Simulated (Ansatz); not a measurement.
## HfO$_{2}$: enthalpy against pressure

HfO$_{2}$, P4_2/mnm, a = 4.880 Å, c = 3.238 Å. This isn't the usual stable structure of the compound. Ansatz: PBE, PAW, 420 eV, Γ-centred 6×6×8 mesh on 6 atoms, Gaussian smearing 0.02 eV; no spin polarisation. Cell and atoms are relaxed at each pressure, and no other structure is tried, so the rows at high pressure may lie past a change of phase. y is the enthalpy over the state at zero pressure; there V0 = 12.853 Å³/atom. The pressures are the targets, met within 0.02 GPa.

```tsv
P (GPa)	y (eV/atom)
-1.0	-0.0804
0.0	0.0000
1.0	0.0800
4.0	0.3179
12.0	0.9370
25.0	1.9034
50.0	?
90.0	6.2422
```

Problem. Fit y = c1 P + c2 P² + c3 P³ to the other rows, say what c1 and c2 mean, and predict the missing value.

Solution. Least squares on the rows shown. y = 0.080094 P − 0.00017343 P² + 6.0158×10⁻⁷ P³. Since dH/dP = V, c1 is V0: 0.080094 eV/GPa × 160.2 = 12.831 Å³ against 12.853; c2 = −V0/(2B0) gives B0 = 231 GPa, where a Birch–Murnaghan fit to the volumes of the same runs (not shown) gives 206 GPa: a cubic over this range folds the higher terms into c2. At P = 50.0 the fit asked for gives 3.6463 eV/atom. The run gave 3.6544 eV/atom, so the fit is 0.0081 eV/atom too low, 0.13 % of the span of the series, against an rms of 0.0001 eV/atom on the fitted rows. With a term in P⁴ added, a fit to the same known rows predicts 3.6590 eV/atom, a smaller miss on the other side.

Spin–orbit coupling is left out, which can shift energies with elements as heavy as these.